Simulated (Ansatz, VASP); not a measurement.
## Zn: VASP beside Ansatz

```
Zn
1.0
    -1.42410    1.42410    1.42410
     1.42410   -1.42410    1.42410
     1.42410    1.42410   -1.42410
Zn
1
Direct
  0.00000 0.00000 0.00000
```

Change from the starting cell: volume scaled by 0.75, LAPW.

Alike in both runs: task single point; functional PBE; k mesh 19 × 19 × 19; occupations fermi-dirac, width 0.1 eV; no spin polarisation.

```csv
,VASP,Ansatz
version,VASP 6.6.1,Ansatz 0.2.0
potentials or method,"VASP PAW PBE potentials, release 64 (Zn), cutoff 520 eV","all-electron LAPW, scalar-relativistic"
```

Ansatz gave:

* pressure (GPa): 39.4

Q: What did VASP give for the same quantities?

A: Pressure (GPa): 40.3.

Ansatz ran all-electron here, so the differences hold the error of VASP's frozen core and of both bases.

Caveats: so large a pressure means that the cell lies far from this level's equilibrium, or that cutoff or potentials fall short (VASP).
